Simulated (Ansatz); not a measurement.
**AlP: P on an Al site**

These are results of DFT PBE, scalar-relativistic, plane waves, PAW in Ansatz 0.2.0, not measurements. Run with 420 eV cutoff, 2×2×2 k-mesh, shifted by half a step, Gaussian smearing of 0.01 eV, collinear spin in charge +1 alone.

Host crystal, relaxed:

```cif
data_structure
_symmetry_space_group_name_H-M 'P 1'
_symmetry_Int_Tables_number 1
_cell_length_a 3.8943
_cell_length_b 3.8943
_cell_length_c 3.8943
_cell_angle_alpha 60.000
_cell_angle_beta 60.000
_cell_angle_gamma 60.000
_cell_volume 41.76
loop_
_atom_site_label
_atom_site_type_symbol
_atom_site_fract_x
_atom_site_fract_y
_atom_site_fract_z
_atom_site_occupancy
Al1 Al 0.00000 0.00000 0.00000 1
P1 P 0.75000 0.75000 0.75000 1
```

Supercell of 32 atoms, rows in host cell vectors: 1 -3 1; -3 1 1; 1 1 -3. Atoms relax at the host's cell, keeping the symmetry that the supercell leaves at the site. The cell is small, so energies carry finite-size errors of tenths of an eV. The host's Kohn–Sham gap is 1.63 eV. Atoms are taken from and returned to the elements' standard states. Charged cells are corrected for image charges with the computed static dielectric tensor (mean 10.4) and aligned with the host's potential at far atoms (alignment terms reach 0.07 eV; the program doubts the alignment in some charges, where it is up to 0.07 eV). No band-filling term is added, and the Fermi level counts from the host's valence band top.

Defect: P on an Al site set at (0.000, 0.000, 0.000) of the host cell. Before relaxation its nearest neighbours are 4 P at 2.38 Å.

```json
{"charge": "+2", "E_f at the valence band top (eV)": "1.14", "over the neutral state (eV)": "-1.86", "moment (μB)": "0.00", "largest move (Å)": "0.12", "atoms near the site": "4 P at 2.26 Å"}
{"charge": "+1", "E_f at the valence band top (eV)": "1.90", "over the neutral state (eV)": "-1.11", "moment (μB)": "0.50", "largest move (Å)": "0.04", "atoms near the site": "4 P at 2.34 Å"}
{"charge": "0", "E_f at the valence band top (eV)": "3.00", "over the neutral state (eV)": "0.00", "moment (μB)": "0.00", "largest move (Å)": "0.04", "atoms near the site": "4 P at 2.43 Å"}
```

Among the charges computed the stable one is +2 at the valence band top, changing to +1 at 0.76 eV, changing to 0 at 1.11 eV. In charge +1 the cell has partly filled bands: a level of the defect may be part filled, the carrier may sit in the host's bands, or levels may cross between the k points, so transitions that involve it are doubtful. Fractional moments come from partly filled bands of the small cell.